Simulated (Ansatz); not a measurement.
# Ta4N5: energy and stress against strain

Aim: for Ta4N5, see how energy and stress answer to the strain pattern (0, 0, 1, 0, 0, 0).

Program: Ansatz 0.2.0. Level of theory: DFT PBEsol, scalar-relativistic, plane waves, PAW. These are calculated values, not measurements.

1 further run of the same task is left out (set aside as unsound or not needed). Runs told in other sessions of the task aren't counted.

### 1 Starting point

The structure is tetragonal, space group I4/m (No. 87). Conventional cell: a = 6.826 Å, b = 6.826 Å, c = 4.254 Å, α = 90.00°, β = 90.00°, γ = 90.00°. Ta (site symmetry m) has 6 N at 2.07 to 2.21 Å in its first shell of neighbours. Around N (site symmetry 4/m) lie 4 Ta at 2.07 Å. N (site symmetry m) has 5 Ta at 2.13 to 2.21 Å in its first shell of neighbours.

Structure file:

```cif
data_structure
_symmetry_space_group_name_H-M 'I4/m'
_symmetry_Int_Tables_number 87
_cell_length_a 6.8256
_cell_length_b 6.8256
_cell_length_c 4.2538
_cell_angle_alpha 90.000
_cell_angle_beta 90.000
_cell_angle_gamma 90.000
_cell_volume 198.18
loop_
_atom_site_label
_atom_site_type_symbol
_atom_site_symmetry_multiplicity
_atom_site_Wyckoff_symbol
_atom_site_fract_x
_atom_site_fract_y
_atom_site_fract_z
_atom_site_occupancy
Ta1 Ta 8 h 0.10487 0.71562 0.50000 1
N1 N 2 b 0.00000 0.00000 0.50000 1
N2 N 8 h 0.80592 0.59183 0.50000 1
```

It goes back to an entry of the Materials Project, which need not be the stable form.

This cell was relaxed beforehand with the same method: volume 11.01 Å³/atom, gap on the mesh none (metal).

### 2 Zero of energy

The reference gives a free energy of -41129.7182 eV, pressure -0.01 GPa, largest force 0.024 eV/Å and gap on the mesh none (metal). It was computed beforehand with the settings of the runs below.

### 3 Next: energy and stress against strain

The cell is strained by ε times the Voigt pattern (0, 0, 1, 0, 0, 0) (xx, yy, zz, yz, xz, xy; engineering shear), with fractional coordinates fixed (clamped ions). The stress on the pattern is the sum of the stress components weighted by it, tension positive.

### 4 ε = -0.0200

Input file input.yaml:

```yaml
crystal:
  lattice:
    - [-3.4127997732, 3.4127997732, 2.0843509827]
    - [3.4127997732, -3.4127997732, 2.0843509827]
    - [3.4127997732, 3.4127997732, -2.0843509827]
  atoms:
    - { symbol: Ta, position: [0.7843847855, 0.6048724996, 0.3892572851] }
    - { symbol: Ta, position: [0.3951275004, 0.7843847855, 0.1795122859] }
    - { symbol: Ta, position: [0.6048724996, 0.2156152145, 0.8204877141] }
    - { symbol: Ta, position: [0.2156152145, 0.3951275004, 0.6107427149] }
    - { symbol: "N", position: [0.5, 0.5, 0.0] }
    - { symbol: "N", position: [0.9081725663, 0.3059167656, 0.2140893319] }
    - { symbol: "N", position: [0.6940832344, 0.9081725663, 0.6022558007] }
    - { symbol: "N", position: [0.3059167656, 0.0918274337, 0.3977441993] }
    - { symbol: "N", position: [0.0918274337, 0.6940832344, 0.7859106681] }
basis:
  ecutwfc: 420
kpoints:
  mp_grid: { grid: [12, 12, 12] }
hamiltonian:
  xc: pbesol
scf:
  occupations: { method: gaussian, width: 0.15 }
output:
  forces: true
  stress: true
  eigenvalues: true
```

Started as:

```bash
ansatz run input.yaml --threads 2 --pin off --max-ram 5120MiB --backend cpu --events-out ev --progress --plain --runs-dir out
```

### 5 Point ε = 0.0150

input.yaml: that of step 4 with these lines changed.

```diff
@@ -2,5 +2,5 @@
   lattice:
-    - [-3.4127997732, 3.4127997732, 2.0843509827]
-    - [3.4127997732, -3.4127997732, 2.0843509827]
-    - [3.4127997732, 3.4127997732, -2.0843509827]
+    - [-3.4127997732, 3.4127997732, 2.1587920893]
+    - [3.4127997732, -3.4127997732, 2.1587920893]
+    - [3.4127997732, 3.4127997732, -2.1587920893]
   atoms:
```

### 6 Point ε = -0.0100

input.yaml: that of step 5 with these lines changed.

```diff
@@ -2,5 +2,5 @@
   lattice:
-    - [-3.4127997732, 3.4127997732, 2.1587920893]
-    - [3.4127997732, -3.4127997732, 2.1587920893]
-    - [3.4127997732, 3.4127997732, -2.1587920893]
+    - [-3.4127997732, 3.4127997732, 2.1056198703]
+    - [3.4127997732, -3.4127997732, 2.1056198703]
+    - [3.4127997732, 3.4127997732, -2.1056198703]
   atoms:
```

### 7 At ε = 0.0050

input.yaml: that of step 6 with these lines changed.

```diff
@@ -2,5 +2,5 @@
   lattice:
-    - [-3.4127997732, 3.4127997732, 2.1056198703]
-    - [3.4127997732, -3.4127997732, 2.1056198703]
-    - [3.4127997732, 3.4127997732, -2.1056198703]
+    - [-3.4127997732, 3.4127997732, 2.1375232017]
+    - [3.4127997732, -3.4127997732, 2.1375232017]
+    - [3.4127997732, 3.4127997732, -2.1375232017]
   atoms:
```

### 8 ε = 0.0200

input.yaml: that of step 7 with these lines changed.

```diff
@@ -2,5 +2,5 @@
   lattice:
-    - [-3.4127997732, 3.4127997732, 2.1375232017]
-    - [3.4127997732, -3.4127997732, 2.1375232017]
-    - [3.4127997732, 3.4127997732, -2.1375232017]
+    - [-3.4127997732, 3.4127997732, 2.1694265331]
+    - [3.4127997732, -3.4127997732, 2.1694265331]
+    - [3.4127997732, 3.4127997732, -2.1694265331]
   atoms:
```

### 9 ε = -0.0150

input.yaml: that of step 8 with these lines changed.

```diff
@@ -2,5 +2,5 @@
   lattice:
-    - [-3.4127997732, 3.4127997732, 2.1694265331]
-    - [3.4127997732, -3.4127997732, 2.1694265331]
-    - [3.4127997732, 3.4127997732, -2.1694265331]
+    - [-3.4127997732, 3.4127997732, 2.0949854265]
+    - [3.4127997732, -3.4127997732, 2.0949854265]
+    - [3.4127997732, 3.4127997732, -2.0949854265]
   atoms:
```

### 10 Point ε = 0.0100

input.yaml: that of step 9 with these lines changed.

```diff
@@ -2,5 +2,5 @@
   lattice:
-    - [-3.4127997732, 3.4127997732, 2.0949854265]
-    - [3.4127997732, -3.4127997732, 2.0949854265]
-    - [3.4127997732, 3.4127997732, -2.0949854265]
+    - [-3.4127997732, 3.4127997732, 2.1481576455]
+    - [3.4127997732, -3.4127997732, 2.1481576455]
+    - [3.4127997732, 3.4127997732, -2.1481576455]
   atoms:
```

### 11 ε = -0.0050

input.yaml: that of step 10 with these lines changed.

```diff
@@ -2,5 +2,5 @@
   lattice:
-    - [-3.4127997732, 3.4127997732, 2.1481576455]
-    - [3.4127997732, -3.4127997732, 2.1481576455]
-    - [3.4127997732, 3.4127997732, -2.1481576455]
+    - [-3.4127997732, 3.4127997732, 2.1162543141]
+    - [3.4127997732, -3.4127997732, 2.1162543141]
+    - [3.4127997732, 3.4127997732, -2.1162543141]
   atoms:
```

### 12 ε = 0.0175

input.yaml: that of step 11 with these lines changed.

```diff
@@ -2,5 +2,5 @@
   lattice:
-    - [-3.4127997732, 3.4127997732, 2.1162543141]
-    - [3.4127997732, -3.4127997732, 2.1162543141]
-    - [3.4127997732, 3.4127997732, -2.1162543141]
+    - [-3.4127997732, 3.4127997732, 2.1641093112]
+    - [3.4127997732, -3.4127997732, 2.1641093112]
+    - [3.4127997732, 3.4127997732, -2.1641093112]
   atoms:
```

(Steps that only read results are left out.)

**Question.** What will these runs give? Wanted: slope of the stress at ε = 0, over ±0.0050.

**Answer**, as computed:

```
                                  quantity    value
slope of the stress at ε = 0, over ±0.0050  812 GPa
```

**Reading.** From the stress slope, C33 is about 812 GPa with the ions clamped; letting the atoms relax could not make it stiffer. No sampled point lies below the undisturbed cell. Compression costs more than tension: 12.6 against 9.8 meV/atom at the ends. The runs treat Ta without spin-orbit coupling. The final runs have no spin polarisation, so a magnetic state may lie lower.
